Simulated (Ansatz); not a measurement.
Runs of Ansatz 0.2.0 on Si. The typed cell holds 1 atom: a = 2.663 Å, b = 2.615 Å, c = 2.488 Å, α = 88.18°, β = 90.31°, γ = 122.18°. This isn't the form of Si at room conditions, which is diamond.

```tsv
task	level	cell	cutoff (eV)	points for each segment of the path	gap on the mesh (eV)	pressure (GPa)	relaxed volume (Å³/atom)
single point	PBEsol0	cell sheared at random, sigma 0.03, atoms nudged by 0.01 Å	420	-	none	(c)	-
band structure	HSEsol	cell sheared at random, sigma 0.03, atoms nudged by 0.01 Å	420	4	none	(b)	-
single point	r2SCAN50	cell sheared at random, sigma 0.03, atoms nudged by 0.01 Å	500	-	-	-1.3	-
relaxation of cell and atoms	HSEsol	relaxed from: cell sheared at random, sigma 0.03, atoms nudged by 0.01 Å	420	-	none	0.0	14.85
relaxation of cell and atoms	HSE03	relaxed from: cell sheared at random, sigma 0.03, atoms nudged by 0.01 Å	420	-	none	0.0	15.17
relaxation of cell and atoms	PBEsol0	relaxed from: cell sheared at random, sigma 0.03, atoms nudged by 0.01 Å	420	-	none	0.0	14.73
single point	r2SCANh	cell sheared at random, sigma 0.03, atoms nudged by 0.01 Å	500	-	none	(a)	-
band structure	HSE03	cell sheared at random, sigma 0.03, atoms nudged by 0.01 Å	420	4	none	1.6	-
```

Alike in all rows: potentials or basis Ansatz PAW; no spin polarisation; k mesh 6 × 6 × 6; smearing fermi-dirac 0.05 eV; the mesh is coarse, so values aren't converged.

Q: Estimate the missing entries.

A: (a) 1.4; (b) -0.3; (c) -0.5.

Caveats: all runs use coarse meshes; the PAW data sets come from PBE, with cores solved anew for the run's functional, which leaves a small shift of forces and pressure; the thresholds are loose for stress (some runs); the plane-wave basis is chosen anew once the cell has moved, so the energies of steps on either side of that aren't comparable (some runs).

A gap of «none» marks a metal or a gap under the smearing width.
